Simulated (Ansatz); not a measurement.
Input and command of a plane-wave DFT calculation in Ansatz:

```yaml
crystal:
  lattice:
    - [3.7149867624, 2.1448486073, 3.4515435684]
    - [-3.7149867624, 2.1448486073, 3.4515435684]
    - [0.0, -4.2896972146, 3.4515435684]
  atoms:
    - { symbol: In, position: [0.2732788992, 0.2732788992, 0.2732788992] }
    - { symbol: In, position: [0.7267211008, 0.7267211008, 0.7267211008] }
    - { symbol: P, position: [0.794710882, 0.2411926338, 0.794710882] }
    - { symbol: P, position: [0.794710882, 0.794710882, 0.2411926338] }
    - { symbol: P, position: [0.2411926338, 0.794710882, 0.794710882] }
    - { symbol: P, position: [0.205289118, 0.7588073662, 0.205289118] }
    - { symbol: P, position: [0.7588073662, 0.205289118, 0.205289118] }
    - { symbol: P, position: [0.205289118, 0.205289118, 0.7588073662] }
basis:
  ecutwfc: 420
kpoints:
  mp_grid: { grid: [6, 6, 6] }
hamiltonian:
  xc: pbesol
scf:
  occupations: { method: gaussian, width: 0.15 }
output:
  forces: true
  stress: true
  eigenvalues: true
```

```bash
ansatz run input.yaml --threads 2 --pin off --max-ram 5120MiB --backend cpu --events-out ev --progress --plain --runs-dir out
```

Processor: Arm Neoverse V2, 2 threads, on a host shared with other jobs.

Estimate time, memory and problem size.

About 5.3 s on 2 threads of Arm Neoverse V2, on a shared host, peak memory 0.48 GiB. It solves 36 bands at 32 k points (the mesh reduced by symmetry) with about 3257 plane waves, in 7 SCF iterations.
